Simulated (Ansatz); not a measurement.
# SnO2: the cost of one run

Method: DFT PBE, scalar-relativistic, plane waves, PAW, in Ansatz 0.2.0.

1 further run of the same task is left out (set aside as unsound or not needed). Runs told in other sessions of the task aren't counted.

### Step 1. The structure to begin with

It takes space group P-3m1 (No. 164, trigonal). Conventional cell: a = 3.228 Å, b = 3.228 Å, c = 5.490 Å, α = 90.00°, β = 90.00°, γ = 120.00°. Around Sn (site symmetry -3m) lie 6 O at 2.12 Å. O (site symmetry 3m) has 3 Sn at 2.12 Å in its first shell of neighbours.

Structure file:

```
CELL_PARAMETERS angstrom
3.22780 0.00000 0.00000
-1.61390 2.79535 0.00000
0.00000 0.00000 5.48987
ATOMIC_POSITIONS crystal
Sn 0.00000 0.00000 0.00000
O 0.33333 0.66667 0.18429
O 0.66667 0.33333 0.81571
```

The cell was relaxed beforehand at this level, from a generated guess; it needn't be the stable form of this composition. At a tolerance of 0.02 Å it has space group P-3m1 (No. 164); it has 16.51 Å³/atom, an uncorrected energy of -1.46 eV/atom over the elements.

### Step 2. Electronic structure at the relaxed geometry

File input.yaml:

```yaml
crystal:
  lattice:
    - [3.2277956369, 0.0, 0.0]
    - [-1.6138978184, 2.7953530198, 0.0]
    - [0.0, 0.0, 5.4898740324]
  atoms:
    - { symbol: Sn, position: [0.0, 0.0, 0.0] }
    - { symbol: O, position: [0.3333333333, 0.6666666667, 0.1842883234] }
    - { symbol: O, position: [0.6666666667, 0.3333333333, 0.8157116766] }
basis:
  ecutwfc: 420
kpoints:
  mp_grid: { grid: [12, 12, 6] }
  band_path:
    path:
      - [[0.0, 0.0, 0.0], [0.5, 0.0, 0.0], [0.33333333, 0.33333333, 0.0], [0.0, 0.0, 0.0], [0.0, 0.0, 0.5], [0.5, 0.0, 0.5], [0.33333333, 0.33333333, 0.5], [0.0, 0.0, 0.5]]
      - [[0.5, 0.0, 0.5], [0.5, 0.0, 0.0]]
      - [[0.33333333, 0.33333333, 0.5], [0.33333333, 0.33333333, 0.0]]
    npoints: 14
hamiltonian:
  xc: pbe
scf:
  occupations: { method: gaussian, width: 0.02 }
  n_extra_bands: 7
output:
  forces: true
  stress: true
  eigenvalues: true
  populations: true
  dos: { projected: true, de: 0.02, nscf_kmesh: { grid: [18, 18, 9] } }
  bader: true
  write_density: true
  write_potential: true
  elf: true
  volumetric_format: npy
```

The run is started by

```sh
> ansatz run input.yaml --threads 1 --pin off --max-ram 2560MiB --backend cpu --events-out ev --progress --plain --runs-dir out
```

**Question.** How long does this run take on 1 thread of Arm Neoverse V2, shared host, and how much memory does it need?

About 34 s, with a peak of 0.41 GiB.
